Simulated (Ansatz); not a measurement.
**Band structure of Ba**

```yaml
crystal:
  lattice:
    - [-2.50000, 2.50000, 2.50000]
    - [2.50000, -2.50000, 2.50000]
    - [2.50000, 2.50000, -2.50000]
  atoms:
    - { symbol: Ba, position: [0.00000, 0.00000, 0.00000] }
```

The cell is a measured one (Crystallography Open Database entry 9008528); the temperature and pressure of the measurement aren't taken into account, and nothing was relaxed.

Spin–orbit coupling is left out, though it moves levels of the heavy atoms by tenths of an eV or more.

All numbers below come from DFT, PBE, all-electron LAPW, scalar-relativistic (Ansatz 0.2.0).

Settings: a Γ-centred 10×10×10 k mesh, Fermi–Dirac smearing of 0.05 eV, basis error target 0.5 meV/atom, no spin polarisation.

Points in fractions of the reciprocal vectors of this cell: Γ (0, 0, 0), H (0.5, -0.5, 0.5), N (0, 0, 0.5), P (0.25, 0.25, 0.25). The path joins them by straight lines in the order Γ–H–N–Γ–P–H–P–N; legs that retrace an earlier one aren't tabulated. Energies are in eV from the Fermi level.

(1) Is there a gap?

(2) List the levels between -5 and 1.5 eV at the symmetry points.

Answers

(1) none: bands cross the Fermi level, a metal.

(2) 
Γ: -2.73
H: -0.54 (×2)
N: -0.88, 0.71, 1.27
P: 0.55 (×3)
